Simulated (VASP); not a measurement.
Set up this calculation in VASP 6.6.1, as the native input.

| Item | Value |
| --- | --- |
| Task | band structure |
| Functional | optB88-vdW |
| Potentials or basis | VASP PAW PBE potentials, release 64 (Y_sv_GW, N_GW) |
| Cutoff | 600 eV |
| k mesh | 9 × 9 × 9 |
| Occupations | fermi-dirac, width 0.05 eV |
| Spin | no spin polarisation |
| Further INCAR settings | ALGO = Fast; EDIFF = 1e-06; NBANDS = 15 |

The structure of YN lies in POSCAR:

```
YN
1.0
    0.0000000000      2.4385000000      2.4385000000
    2.4385000000      0.0000000000      2.4385000000
    2.4385000000      2.4385000000      0.0000000000
Y N
1 1
Cartesian
    0.0000000000      0.0000000000      0.0000000000
    2.4385000000      2.4385000000      2.4385000000
```

The input as run:

INCAR

```
SYSTEM = YN
  PREC = Accurate
  ENCUT = 600
  EDIFF = 1E-6
  ISMEAR = -1
  SIGMA = 0.05
  LREAL = .FALSE.
  LASPH = .TRUE.
  NELM = 100
  ALGO = Fast
  ISIF = 2
  LWAVE = .FALSE.
  LCHARG = .FALSE.
  LMAXMIX = 4
  GGA = BO
  LUSE_VDW = .TRUE.
  AGGAC = 0.0
  PARAM1 = 0.1833333333
  PARAM2 = 0.22
  NBANDS = 15
```

KPOINTS

```
regular mesh
0
G
  9 9 9
  0 0 0
```

KPOINTS_OPT

```
path GXWKGLUWLK,UX
15
line-mode
reciprocal
 0.0000000000  0.0000000000  0.0000000000  G
 0.5000000000  0.0000000000  0.5000000000  X

 0.5000000000  0.0000000000  0.5000000000  X
 0.5000000000  0.2500000000  0.7500000000  W

 0.5000000000  0.2500000000  0.7500000000  W
 0.3750000000  0.3750000000  0.7500000000  K

 0.3750000000  0.3750000000  0.7500000000  K
 0.0000000000  0.0000000000  0.0000000000  G

 0.0000000000  0.0000000000  0.0000000000  G
 0.5000000000  0.5000000000  0.5000000000  L

 0.5000000000  0.5000000000  0.5000000000  L
 0.6250000000  0.2500000000  0.6250000000  U

 0.6250000000  0.2500000000  0.6250000000  U
 0.5000000000  0.2500000000  0.7500000000  W

 0.5000000000  0.2500000000  0.7500000000  W
 0.5000000000  0.5000000000  0.5000000000  L

 0.5000000000  0.5000000000  0.5000000000  L
 0.3750000000  0.3750000000  0.7500000000  K

 0.6250000000  0.2500000000  0.6250000000  U
 0.5000000000  0.0000000000  0.5000000000  X
```

Potentials or basis: VASP PAW PBE potentials, release 64 (Y_sv_GW, N_GW).

Command:

```bash
$ cat potpaw_PBE.64/Y_sv_GW/POTCAR potpaw_PBE.64/N_GW/POTCAR > POTCAR
$ mpirun -np 1 vasp_std > vasp.out
```

It gave:

```json
{
 "Pressure": "1.7 GPa",
 "Band gap on the k mesh": "0.30 eV, indirect (least direct gap 0.69 eV)",
 "Band gap along the path": "0.24 eV, indirect (least direct gap 0.62 eV)"
}
```

Caveat: the PAW data sets were made with another functional, which shifts forces and pressure a little.

Wall time 87 s on 1 thread of Intel(R) Xeon(R) Platinum 8488C (Sapphire Rapids), on a shared host, peak memory 0.34 GiB.
